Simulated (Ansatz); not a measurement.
Relaxed BaSnO3 (cubic perovskite):

```
BaSnO3
1.0
    4.13132     0.00000     0.00000
    0.00000     4.13132     0.00000
    0.00000     0.00000     4.13132
Ba Sn O
1 1 3
Direct
  0.00000   0.00000   0.00000
  0.50000   0.50000   0.50000
  0.00000   0.50000   0.50000
  0.50000   0.50000   0.00000
  0.50000   0.00000   0.50000
```

In this cell atom 3 (O, nearest neighbour Sn at 2.066 Å; its periodic images, 4.1 Å or more away, move with it) is moved by s towards the nearest neighbour, unit vector (-1.000, 0.000, 0.000); all other atoms and the cell stay fixed.

Level of theory: r2SCAN (plane waves to 500 eV, PAW, scalar-relativistic; Ansatz, a first-principles code). k mesh 7×7×7 (Γ-centred), Fermi-Dirac smearing 0.05 eV. Energies are smeared free energies. BaSnO3 was relaxed with its symmetry unable to fall. ΔE is measured from the undisplaced structure.

Successive frames, forces in eV/Å:

```
frame         ΔE (eV/cell)               F on Ba1               F on Sn2                 F on O3                F on O4                F on O5
------------  ------------  ---------------------  ---------------------  ----------------------  ---------------------  ---------------------
s = -0.210 Å         0.494  (0.184, 0.000, 0.000)  (3.755, 0.000, 0.000)  (-5.203, 0.000, 0.000)  (0.632, 0.000, 0.000)  (0.632, 0.000, 0.000)
s = -0.168 Å         0.305  (0.149, 0.000, 0.000)  (2.711, 0.000, 0.000)  (-3.874, 0.000, 0.000)  (0.507, 0.000, 0.000)  (0.507, 0.000, 0.000)
s = -0.126 Å         0.166  (0.113, 0.000, 0.000)  (1.867, 0.000, 0.000)  (-2.741, 0.000, 0.000)  (0.381, 0.000, 0.000)  (0.381, 0.000, 0.000)
s = -0.084 Å         0.072  (0.076, 0.000, 0.000)  (1.167, 0.000, 0.000)  (-1.751, 0.000, 0.000)  (0.254, 0.000, 0.000)  (0.254, 0.000, 0.000)
```

What are the energy and the forces in the next frame, s = -0.042 Å?

ΔE (eV/cell) = 0.018.

| atom | Fx | Fy | Fz |
|---|---|---|---|
| Ba1 | 0.038 | 0.000 | 0.000 |
| Sn2 | 0.561 | 0.000 | 0.000 |
| O3 | -0.853 | 0.000 | 0.000 |
| O4 | 0.127 | 0.000 | 0.000 |
| O5 | 0.127 | 0.000 | 0.000 |

(For displaced atoms, the force is minus the slope of the energy, and its curvature is a force constant, which sets phonon frequencies.)
